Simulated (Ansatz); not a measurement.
Starting cell, GeTe (alpha-GeTe type, space group R3m):

```xyz
4
Lattice="4.2266 2.4402 7.2798 -2.1133 1.2201 3.6399 0.0000 -2.4402 3.6399" Properties=species:S:1:pos:R:3 pbc="T T T"
Ge     0.0000     0.0000     2.5578
Ge     2.1133     1.2201     6.1977
Te     0.0000     0.0000     8.3620
Te     2.1133     1.2201    12.0019
```

A phonon eigenvector at L = (0.5, 0.0, 0.0) is frozen into this cell: atom i moves by Q times the vector below, so Q is the largest atomic displacement, in Å. The cell is held. (q is in reciprocal vectors of the primitive cell; the cell shown is doubled to hold the pattern.)

| atom | x | y | z |
|---|---|---|---|
| Ge1 | -0.500 | 0.866 | 0.000 |
| Ge2 | 0.500 | -0.866 | 0.000 |
| Te3 | 0.422 | -0.731 | 0.000 |
| Te4 | -0.422 | 0.731 | 0.000 |

All values below come from PBE (plane waves to 420 eV, PAW, scalar-relativistic; Ansatz, a program for electronic structure). k mesh 5×10×10 (Γ-centred), Fermi-Dirac smearing 0.05 eV. E stands for the smeared free energy. GeTe was relaxed with its symmetry unable to fall. Spin-orbit coupling is left out, though Te is heavy. ΔE is measured from the undisplaced structure.

| Q (Å) | ΔE (meV/cell) |
|---|---|
| -0.180 | 101.5 |
| -0.150 | 70.7 |
| -0.120 | 45.4 |
| -0.090 | withheld |
| -0.060 | 11.4 |
| -0.030 | 2.8 |
| 0.000 | 0.0 |
| 0.030 | 2.8 |
| 0.060 | 11.4 |
| 0.090 | withheld |
| 0.120 | 45.4 |
| 0.150 | 70.7 |
| 0.180 | 101.5 |

Question: Fit an even polynomial form (powers 2, 4) to the given rows and predict ΔE at Q = -0.090.

Answer: Least squares on the 11 given rows: ΔE = (3167)·Q² + (-1061)·Q⁴, in meV/cell with Q in Å; root-mean-square residual 0.02 meV/cell. At -0.090 the fit gives 25.6 meV/cell; the calculation gives 25.6 meV/cell, the same to the digits shown. The quadratic term alone would give 25.7 meV/cell.

(A displaced cell: forces are minus the slopes of the energy, force constants its curvatures, and phonons follow from these.)
